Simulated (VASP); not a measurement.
# ScAlN2 (I4_1/amd) in VASP: notebook

The runs below take ScAlN2 through single point, with PBE.

Everything below comes from runs of VASP 6.6.1. Logs are shortened: lines on timing, memory, paths and dates and some standing lists are left out, and cuts for length are marked.

### Step 1. The crystal as given

Symmetry: I4_1/amd, No. 141, tetragonal system. Conventional cell: a = 4.399 Å, b = 4.399 Å, c = 8.397 Å, α = 90.00°, β = 90.00°, γ = 90.00°. Sc (site symmetry -4m2) is surrounded by 6 N at 2.20 Å. Around Al (site symmetry -4m2) lie 6 N at 1.99 to 2.20 Å. N (site symmetry 2mm) has 3 Al at 1.99 to 2.20 Å and 3 Sc at 2.20 Å as nearest neighbours.

The cell comes from a database or a generator and needn't be the stable form of this composition.

### Step 2. Single point, PBE

INCAR

```
SYSTEM = ScAlN2
PREC = Accurate ; ENCUT = 220
EDIFF = 1E-7 ; ISMEAR = 0
SIGMA = 0.05 ; LREAL = .False.
LASPH = .True. ; NELM = 100
ALGO = Normal ; ISIF = 2
LWAVE = .False. ; LCHARG = .False.
GGA = PE ; NBANDS = 34
ADDGRID = .False.
```

KPOINTS

```
regular mesh
0
Gamma
  4 4 4
  0 0 0
```

POSCAR

```
ScAlN2
1.0
   -2.1994840000      2.1994840000      4.1986215000
    2.1994840000     -2.1994840000      4.1986215000
    2.1994840000      2.1994840000     -4.1986215000
Sc Al N
2 2 4
Direct
    0.0000000000      0.0000000000      0.0000000000
    0.7500000000      0.2500000000      0.5000000000
    0.5000000000      0.5000000000      0.0000000000
    0.2500000000      0.7500000000      0.5000000000
    0.7375140000      0.7375140000      0.0000000000
    0.0124860000      0.5124860000      0.5000000000
    0.2624860000      0.2624860000      0.0000000000
    0.4875140000      0.9875140000      0.5000000000
```

Potentials or basis: VASP PAW PBE potentials, release 64 (Sc_sv, Al, N).

Started as:

```console
> cat potpaw_PBE.64/Sc_sv/POTCAR potpaw_PBE.64/Al/POTCAR potpaw_PBE.64/N/POTCAR > POTCAR
> mpirun -np 1 vasp_std > vasp.out
```

OUTCAR:

```text
SYSTEM = ScAlN2
   PREC = Accurate
   ENCUT = 220
   EDIFF = 1E-7
   ISMEAR = 0
   LREAL = .False.
   LASPH = .True.
   NELM = 100
   ISIF = 2
   GGA = PE

 Found     13 irreducible k-points:

 Following reciprocal coordinates:
            Coordinates               Weight
  0.000000  0.000000  0.000000      1.000000
  0.250000  0.000000  0.000000      8.000000
  0.500000  0.000000  0.000000      4.000000
  0.250000  0.250000  0.000000      8.000000
  0.500000  0.250000  0.000000     16.000000
 -0.250000  0.250000  0.000000      4.000000
   k-points           NKPTS =     13   k-points in BZ     NKDIM =     13   number of bands    NBANDS=     34
   number of dos      NEDOS =    301   number of ions     NIONS =      8
   total plane-waves  NPLWV =  21952
   dimension x,y,z NGX =    28 NGY =   28 NGZ =   28
   dimension x,y,z NGXF=    56 NGYF=   56 NGZF=   56
   ions per type =               2   2   4
   NGX,Y,Z   is equivalent  to a cutoff of   8.91,  8.91,  8.91 a.u.
   NGXF,Y,Z  is equivalent  to a cutoff of  17.82, 17.82, 17.82 a.u.
 SYSTEM =  ScAlN2
   PREC   = accura    normal or accurate (medium, high low for compatibility)
   ISTART =      0    job   : 0-new  1-cont  2-samecut
   ICHARG =      2    charge: 1-file 2-atom 10-const
   ISPIN  =      1    spin polarized calculation?
   LNONCOLLINEAR =      F non collinear calculations
   LSORBIT =      F    spin-orbit coupling
   LASPH  =      T    aspherical Exc in radial PAW
   ENCUT  =  220.0 eV  16.17 Ry    4.02 a.u.   6.32  6.32  6.32*2*pi/ulx,y,z
   NELM   =    100;   NELMIN=  2; NELMDL= -5     # of ELM steps
   EDIFF  = 0.1E-06   stopping-criterion for ELM
   LREAL  =      F    real-space projection
   EDIFFG = 0.1E-05   stopping-criterion for IOM
   NSW    =      0    number of steps for IOM
   IBRION =     -1    ionic relax: 0-MD 1-quasi-New 2-CG
   NFREE  =      0    steps in history (QN), initial steepest desc. (CG)
   ISIF   =      2    stress and relaxation
   ISYM   =      2    0-nonsym 1-usesym 2-fastsym
   POTIM  = 0.5000    time-step for ionic-motion
   TEBEG  =    0.0;   TEEND  =   0.0 temperature during run
   PSTRESS=    0.0 pullay stress
   NELECT =      48.0000    total number of electrons
   NUPDOWN=      -1.0000    fix difference up-down
   EMIN   =  10.00;   EMAX   =-10.00  energy-range for DOS
   EFERMI =   0.00;   METHOD = LEGACY
   ISMEAR =     0;   SIGMA  =   0.05  broadening in eV -4-tet -1-fermi 0-gaus
   EFERMI_NEDOS =   21; number of points for ismear=-14 and -15
   IALGO  =     38    algorithm
   IMIX   =      4    mixing-type and parameters
     AMIX     =   0.40;   BMIX     =  1.00
     AMIX_MAG =   1.60;   BMIX_MAG =  1.00
  volume/ion in A,a.u.               =      10.16        68.54
  Fermi-wavevector in a.u.,A,eV,Ry     =   1.373681  2.595880 25.674176  1.886999
  Thomas-Fermi vector in A             =   2.499176
   LORBIT       =      0    0 simple, 1 ext, 2 COOP (PROOUT), +10 PAW based schemes
   GGA     = PE    functional components
   LHFCALC =     F    Hartree Fock is set to
   AEXX    =    0.0000 exact exchange contribution
   IVDW    =     0    specifies the selected vdW correction
   LEPSILON=     F    determine dielectric tensor
   LRPA    =     F    only Hartree local field effects (RPA)
 non-spin polarized calculation
 Gauss-broadening in eV      SIGMA  =   0.05
  energy-cutoff  :      220.00
  volume of cell :       81.25
 maximum number of plane-waves:       623
 NGX is ok and might be reduce to    28
   NGX = 13   NGY = 13   NGZ = 13

 number of electron      47.9999975 magnetization

 Free energy of the ion-electron system (eV)
  ---------------------------------------------------
  ext. energy  EPLUGINS =         0.00000000
  ---------------------------------------------------
  free energy    TOTEN  =       -65.20022648 eV

  energy without entropy =      -65.20022648  energy(sigma->0) =      -65.20022648

 E-fermi :   7.6141     XC(G=0): -11.9495

 val. band max:        7.2687877335   @ k =   0.0000   0.0000   0.0000
 cond. band min:       8.3023096600   @ k =   0.5000   0.5000   0.5000
 fundamental gap:      1.0335219265
 Fermi energy:         7.6141272254

 k-point     1 :       0.0000    0.0000    0.0000
  band No.  band energies     occupation
      1     -40.7806      2.00000
      2     -40.6669      2.00000
      3     -19.7080      2.00000
      4     -19.5505      2.00000
      5     -19.5505      2.00000
      6     -19.3918      2.00000
      7     -19.3918      2.00000
      8     -19.3398      2.00000
      9      -8.6711      2.00000
     10      -6.3879      2.00000
     11      -6.2722      2.00000
     12      -6.1756      2.00000
     13       2.5846      2.00000
     14       2.7564      2.00000
     15       2.7564      2.00000
     16       3.2532      2.00000
     17       3.3536      2.00000
     18       3.3536      2.00000
     19       4.1155      2.00000
     20       6.2205      2.00000
     21       6.2205      2.00000
     22       6.8775      2.00000
     23       7.2688      2.00000
     24       7.2688      2.00000
     25       8.3948      0.00000
     26      10.2099      0.00000
     27      10.2099      0.00000
     28      10.8040      0.00000
     29      11.1905      0.00000
     30      11.5037      0.00000
     31      12.0425      0.00000
     32      12.2096      0.00000
     33      12.2096      0.00000
     34      12.4621      0.00000

 k-point     2 :       0.2500    0.0000    0.0000
  band No.  band energies     occupation
      1     -40.7641      2.00000
      2     -40.6739      2.00000
      3     -19.7142      2.00000
      4     -19.6115      2.00000
      5     -19.5642      2.00000
      6     -19.3931      2.00000
      7     -19.3753      2.00000
      8     -19.3208      2.00000
      9      -8.2267      2.00000
     10      -6.5742      2.00000
     11      -6.3847      2.00000
     12      -5.9603      2.00000
     13       1.8833      2.00000
     14       2.4727      2.00000
     15       2.5606      2.00000
     16       2.6842      2.00000
     17       3.7867      2.00000
     18       4.5931      2.00000
     19       5.0365      2.00000
     20       5.4064      2.00000
     21       5.5045      2.00000
     22       5.7253      2.00000
     23       6.7076      2.00000
     24       6.8120      2.00000
     25       9.7111      0.00000
     26       9.9994      0.00000
     27      10.4089      0.00000
     28      11.6519      0.00000
     29      11.8587      0.00000
     30      12.1624      0.00000
     31      12.2554      0.00000
     32      12.4889      0.00000
     33      12.6160      0.00000
     34      13.4077      0.00000

 k-point     3 :       0.5000    0.0000    0.0000
  band No.  band energies     occupation
      1     -40.7473      2.00000
      2     -40.6896      2.00000
      3     -19.7223      2.00000
      4     -19.6707      2.00000
      5     -19.5754      2.00000
      6     -19.3806      2.00000
      7     -19.3611      2.00000
      8     -19.3184      2.00000
      9      -7.2825      2.00000
     10      -7.1652      2.00000
     11      -6.6296      2.00000
     12      -5.7313      2.00000
     13       1.8894      2.00000
     14       2.2904      2.00000
     15       2.5498      2.00000
     16       2.8428      2.00000
     17       3.2987      2.00000
     18       4.1308      2.00000
     19       4.5484      2.00000
     20       4.8266      2.00000
     21       5.7566      2.00000
     22       6.0883      2.00000
     23       6.2711      2.00000
     24       6.3564      2.00000
     25       9.6814      0.00000
     26      11.2758      0.00000
     27      11.3411      0.00000
     28      11.8561      0.00000
     29      11.9909      0.00000
     30      12.2355      0.00000
     31      12.3145      0.00000
     32      13.3634      0.00000
     33      13.7064      0.00000
     34      14.2219      0.00000

 k-point     4 :       0.2500    0.2500    0.0000
  band No.  band energies     occupation
      1     -40.7481      2.00000
      2     -40.6915      2.00000
      3     -19.7081      2.00000
      4     -19.6802      2.00000
      5     -19.5651      2.00000
      6     -19.4292      2.00000
      7     -19.3293      2.00000
      8     -19.3166      2.00000
      9      -7.6572      2.00000
     10      -6.7168      2.00000
     11      -6.3783      2.00000
     12      -6.0463      2.00000
     13       1.0911      2.00000
     14       1.8146      2.00000
     15       2.7067      2.00000
     16       3.8062      2.00000
     17       3.9496      2.00000
     18       4.1299      2.00000
     19       4.8186      2.00000
     20       5.3291      2.00000
     21       5.4489      2.00000
     22       5.4542      2.00000
     23       6.2216      2.00000
     24       6.3424      2.00000
     25       9.8401      0.00000
     26      10.2540      0.00000
     27      10.6034      0.00000
     28      11.6331      0.00000
     29      12.2571      0.00000
     30      12.3435      0.00000
     31      13.3439      0.00000
     32      13.5161      0.00000
     33      13.5940      0.00000
     34      13.9454      0.00000

 k-point     5 :       0.5000    0.2500    0.0000
  band No.  band energies     occupation
      1     -40.7380      2.00000
      2     -40.6997      2.00000
      3     -19.7428      2.00000
      4     -19.7008      2.00000
      5     -19.5525      2.00000
      6     -19.4621      2.00000
      7     -19.3216      2.00000
      8     -19.2911      2.00000
      9      -7.1766      2.00000
     10      -6.7098      2.00000
     11      -6.4904      2.00000
     12      -5.9656      2.00000
     13       0.6502      2.00000
     14       1.3391      2.00000
     15       2.9735      2.00000
     16       3.3250      2.00000
     17       3.8897      2.00000
     18       4.3752      2.00000
     19       4.6961      2.00000
     20       4.8427      2.00000
     21       5.2095      2.00000
     22       5.8330      2.00000
     23       5.9665      2.00000
     24       6.0501      2.00000
     25      10.1793      0.00000
     26      11.4464      0.00000
     27      11.4951      0.00000
     28      11.9347      0.00000
     29      11.9823      0.00000
     30      12.3559      0.00000
     31      13.2812      0.00000
     32      13.6149      0.00000
     33      13.7793      0.00000
     34      14.3308      0.00000

 k-point     6 :      -0.2500    0.2500    0.0000
  band No.  band energies     occupation
      1     -40.7595      2.00000
      2     -40.6789      2.00000
      3     -19.7359      2.00000
      4     -19.6505      2.00000
      5     -19.5483      2.00000
      6     -19.4457      2.00000
      7     -19.3536      2.00000
      8     -19.2893      2.00000
      9      -7.9878      2.00000
     10      -6.3407      2.00000
     11      -6.2091      2.00000
     12      -6.1536      2.00000
     13       0.7855      2.00000
     14       1.5819      2.00000
     15       3.0125      2.00000
     16       3.9435      2.00000
     17       4.1113      2.00000
     18       4.3162      2.00000
     19       4.7680      2.00000
     20       4.8718      2.00000
     21       5.4391      2.00000
     22       5.4537      2.00000
     23       5.9829      2.00000
     24       6.5086      2.00000
     25      10.2893      0.00000
     26      10.6308      0.00000
     27      10.7009      0.00000
     28      11.4047      0.00000
     29      12.1606      0.00000
     30      12.1814      0.00000
     31      12.6276      0.00000
     32      12.8258      0.00000
     33      13.8155      0.00000
     34      14.1402      0.00000

 [... further k-points ...]

------------------------ aborting loop because EDIFF is reached ----------------------------------------

  FORCE on cell =-STRESS in cart. coord.  units (eV):
  Direction    XX          YY          ZZ          XY          YZ          ZX
  --------------------------------------------------------------------------------------
  -------------------------------------------------------------------------------------
  Total      -30.9131420    -30.9131420    -30.1759624      0.0000000     -0.0000000      0.0000000
  in kB     -609.6006207   -609.6006207   -595.0635945      0.0000000     -0.0000000      0.0000000
  external PRESSURE =    -604.7549453 kB  Pullay stress =       0.0000000 kB

 VOLUME and BASIS-vectors are now :
 -----------------------------------------------------------------------------
  energy-cutoff  :      220.00
  volume of cell :       81.25
      direct lattice vectors                 reciprocal lattice vectors
    -2.199484000  2.199484000  4.198621500     0.000000000  0.227326046  0.119086705
     2.199484000 -2.199484000  4.198621500     0.227326046  0.000000000  0.119086705
     2.199484000  2.199484000 -4.198621500     0.227326046  0.227326046  0.000000000

 POSITION                                       TOTAL-FORCE (eV/Angst)
 -----------------------------------------------------------------------------------
      0.00000      0.00000      0.00000         0.000000      0.000000      0.000000
      0.00000      2.19948      2.09931         0.000000      0.000000      0.000000
      0.00000      0.00000      4.19862         0.000000      0.000000      0.000000
      2.19948      0.00000      2.09931         0.000000      0.000000      0.000000
      0.00000      0.00000      6.19308         0.000000     -0.000000      0.067145
      2.19948      0.00000      0.10485        -0.000000      0.000000     -0.067145
      0.00000      0.00000      2.20416         0.000000     -0.000000     -0.067145
      2.19948      0.00000      4.09377        -0.000000      0.000000      0.067145
 -----------------------------------------------------------------------------------
    total drift:                                0.000000      0.000000     -0.000000

  FREE ENERGIE OF THE ION-ELECTRON SYSTEM (eV)
  ---------------------------------------------------
  free  energy   TOTEN  =       -65.2002264807 eV

  energy  without entropy=      -65.2002264807  energy(sigma->0) =      -65.20022648
```

Wall time 10 s (1 thread of Intel Xeon 6975P-C (Granite Rapids), shared host); peak memory 0.15 GiB.

The run converged, but a check on its numbers failed (symmetry, net force, bounds or a known fault of this set-up), so they aren't taken as properties of the crystal.

Caveat: the k mesh is coarse (spacing up to 0.50 Å⁻¹), so the values aren't converged; the cutoff lies under the usual one of these potentials, so the numbers hold a large basis-set error; a pressure of tens of GPa on the cell as given is suspect, and the run, the potentials or the cell itself is likely at fault.

### Step 3. Single point, PBE

Edit INCAR of step 2 so:

```diff
@@ -1,3 +1,3 @@
 SYSTEM = ScAlN2
-PREC = Accurate ; ENCUT = 220
+PREC = Accurate ; ENCUT = 460
 EDIFF = 1E-7 ; ISMEAR = 0
```

KPOINTS

```
regular mesh
0
Gamma
  3 3 3
  0 0 0
```

POSCAR is that of step 2.

Potentials or basis: VASP PAW PBE potentials, release 64 (Sc_sv, Al, N).

Started as:

```console
> cat potpaw_PBE.64/Sc_sv/POTCAR potpaw_PBE.64/Al/POTCAR potpaw_PBE.64/N/POTCAR > POTCAR
> mpirun -np 1 vasp_std > vasp.out
```

OUTCAR:

```text
SYSTEM = ScAlN2
   PREC = Accurate
   ENCUT = 460
   EDIFF = 1E-7
   ISMEAR = 0
   LREAL = .False.
   LASPH = .True.
   NELM = 100
   ISIF = 2
   GGA = PE

 Found      6 irreducible k-points:

 Following reciprocal coordinates:
            Coordinates               Weight
  0.000000  0.000000  0.000000      1.000000
  0.333333  0.000000  0.000000      8.000000
  0.333333  0.333333  0.000000      8.000000
 -0.333333  0.333333  0.000000      4.000000
 -0.333333  0.333333  0.333333      4.000000
 -0.333333 -0.333333  0.333333      2.000000
   k-points           NKPTS =      6   k-points in BZ     NKDIM =      6   number of bands    NBANDS=     34
   number of dos      NEDOS =    301   number of ions     NIONS =      8
   total plane-waves  NPLWV =  64000
   dimension x,y,z NGX =    40 NGY =   40 NGZ =   40
   dimension x,y,z NGXF=    80 NGYF=   80 NGZF=   80
   ions per type =               2   2   4
   NGX,Y,Z   is equivalent  to a cutoff of  12.73, 12.73, 12.73 a.u.
   NGXF,Y,Z  is equivalent  to a cutoff of  25.45, 25.45, 25.45 a.u.
 SYSTEM =  ScAlN2
   PREC   = accura    normal or accurate (medium, high low for compatibility)
[... 64 lines left out ...]

 k-point     1 :       0.0000    0.0000    0.0000
  band No.  band energies     occupation
      1     -40.9454      2.00000
      2     -40.8394      2.00000
      3     -19.8436      2.00000
      4     -19.6946      2.00000
      5     -19.6946      2.00000
      6     -19.5376      2.00000
[... 211 lines left out ...]
     33      12.5303      0.00000
     34      12.5303      0.00000

------------------------ aborting loop because EDIFF is reached ----------------------------------------

  FORCE on cell =-STRESS in cart. coord.  units (eV):
  Direction    XX          YY          ZZ          XY          YZ          ZX
  --------------------------------------------------------------------------------------
  -------------------------------------------------------------------------------------
  Total       -0.1469905     -0.1469905     -0.3522935      0.0000000     -0.0000000      0.0000000
  in kB       -2.8986207     -2.8986207     -6.9471537      0.0000000     -0.0000000      0.0000000
  external PRESSURE =      -4.2481317 kB  Pullay stress =       0.0000000 kB

 VOLUME and BASIS-vectors are now :
 -----------------------------------------------------------------------------
  energy-cutoff  :      460.00
  volume of cell :       81.25
      direct lattice vectors                 reciprocal lattice vectors
    -2.199484000  2.199484000  4.198621500     0.000000000  0.227326046  0.119086705
     2.199484000 -2.199484000  4.198621500     0.227326046  0.000000000  0.119086705
     2.199484000  2.199484000 -4.198621500     0.227326046  0.227326046  0.000000000

 POSITION                                       TOTAL-FORCE (eV/Angst)
 -----------------------------------------------------------------------------------
      0.00000      0.00000      0.00000        -0.000000     -0.000000     -0.000000
      0.00000      2.19948      2.09931        -0.000000     -0.000000     -0.000000
      0.00000      0.00000      4.19862        -0.000000     -0.000000     -0.000000
      2.19948      0.00000      2.09931        -0.000000     -0.000000     -0.000000
      0.00000      0.00000      6.19308         0.000000      0.000000     -0.000808
      2.19948      0.00000      0.10485        -0.000000     -0.000000      0.000808
      0.00000      0.00000      2.20416         0.000000      0.000000      0.000808
      2.19948      0.00000      4.09377        -0.000000     -0.000000     -0.000808
 -----------------------------------------------------------------------------------
    total drift:                               -0.000000      0.000000     -0.000000

  FREE ENERGIE OF THE ION-ELECTRON SYSTEM (eV)
  ---------------------------------------------------
  free  energy   TOTEN  =       -64.7985843810 eV

  energy  without entropy=      -64.7985843810  energy(sigma->0) =      -64.79858438
```

stdout:

```text
POSCAR found type information on POSCAR ScAlN
 POSCAR found :  3 types and       8 ions
 scaLAPACK will be used
 LDA part: xc-table for (Slater+PW92), standard interpolation
 POSCAR, INCAR and KPOINTS ok, starting setup
 FFT: planning ... GRIDC
 FFT: planning ... GRID_SOFT
 FFT: planning ... GRID
 WAVECAR not read
 entering main loop
```

Run time: 14 s. Hardware: 1 thread of Intel Xeon 6975P-C (Granite Rapids), shared host; peak memory 0.23 GiB.

These settings aren't checked as converged: the numbers below hold their error.

Results:

* Free energy: -64.7986 eV
* Pressure: -0.4 GPa
* Band gap on the k mesh: 1.03 eV, direct

Caveat: the k mesh is coarse (spacing up to 0.67 Å⁻¹), so the values aren't converged; the cutoff is under 1.25 times the usual one of these potentials, so pressure, stress and relaxed cells hold a basis-set (Pulay) error; an odd mesh through Γ misses points on the zone boundary, where band edges often lie.

(Continued in part 2 of 2.)
